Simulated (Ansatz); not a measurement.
Input of an Ansatz 0.2.0 run:

Contents of input.yaml:

```yaml
crystal:
  lattice:
    - [2.5539396017, -0.025539396, 0.0]
    - [-1.2990875666, 2.2245462728, 0.0]
    - [0.0, 0.0, 4.226855]
  atoms:
    - { symbol: "N", position: [0.3333333333, 0.6666666667, 0.125276] }
    - { symbol: "N", position: [0.6666666667, 0.3333333333, 0.625276] }
    - { symbol: B, position: [0.3333333333, 0.6666666667, 0.499724] }
    - { symbol: B, position: [0.6666666667, 0.3333333333, 0.999724] }
hamiltonian:
  xc: pbe
  pseudopotentials: { kind: paw }
kpoints:
  mp_grid: { grid: [9, 9, 5] }
scf:
  occupations: { method: fermi_dirac, width: 0.05 }
output:
  forces: true
  stress: true
  eigenvalues: true
```

Potentials or basis: Ansatz PAW.

Launch:

```bash
$ ansatz run input.yaml --threads 2 --pin off --max-ram 5632MiB --backend cpu --events-out ev --progress --plain --runs-dir out
```

(1) Predict the band gap on the k mesh.

(2) What does it give for the pressure?

(3) What does it give for the largest force?

Results:

(1) 5.15 eV, indirect (least direct gap 8.07 eV).

(2) 0.1 GPa.

(3) 0.086 eV/Å.

Caveat: odd divisions of the mesh miss points on the zone boundary, where band edges often lie, so the gap on the mesh can be too wide; the pressure holds a Pulay correction of +1.1 GPa for the finite cutoff.
